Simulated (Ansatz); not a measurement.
Crystal: TePt.

```xyz
2
Lattice="0.0000 3.2450 3.2450 3.2450 0.0000 3.2450 3.2450 3.2450 0.0000" Properties=species:S:1:pos:R:3 pbc="T T T"
Pt    0.0000    0.0000    0.0000
Te    1.6225    1.6225    1.6225
```

Measurements of this composition are mostly on another form, of space group No. 166.

Base run:

| Quantity | Value |
| --- | --- |
| Program | Ansatz 0.2.0 |
| Functional | PBEsol |
| Potentials or basis | Ansatz PAW |
| Cutoff | 420 eV (not typed: the program's choice for these potentials) |
| k mesh | 5 × 5 × 5 |
| Occupations | gaussian, width 0.05 eV |
| Spin | collinear spin, ferromagnetic start |
| Starting moments | [0.5, 0.0] μB |
| Hubbard terms | Pt d U = 7 eV |

Its results: band gap on the k mesh none (metal or under the smearing width); pressure -12.2 GPa; net moment 0.00 μB per cell.

Task: The run is repeated on the same cell with these changes: functional from PBEsol to r2SCAN; cutoff from 420 eV (not typed: the program's choice for these potentials) to 500 eV (not typed: the program's choice for these potentials); hubbard terms from Pt d U = 7 eV to Pt d U = 5 eV. What comes out?

Result: Band gap on the k mesh none (metal or under the smearing width); pressure -12.0 GPa; net moment 0.19 μB per cell; site moments Pt +0.09; Te +0.05 μB.

Several settings changed at once, so the effect can't be laid on one alone.

Caveats: the magnetic or orbital state may not be the lowest; the PAW data sets come from PBE, with cores solved anew for the run's functional, which leaves a small shift of forces and pressure; the U is typed as a test and isn't derived for this compound; the starting moments weren't kept (some runs).
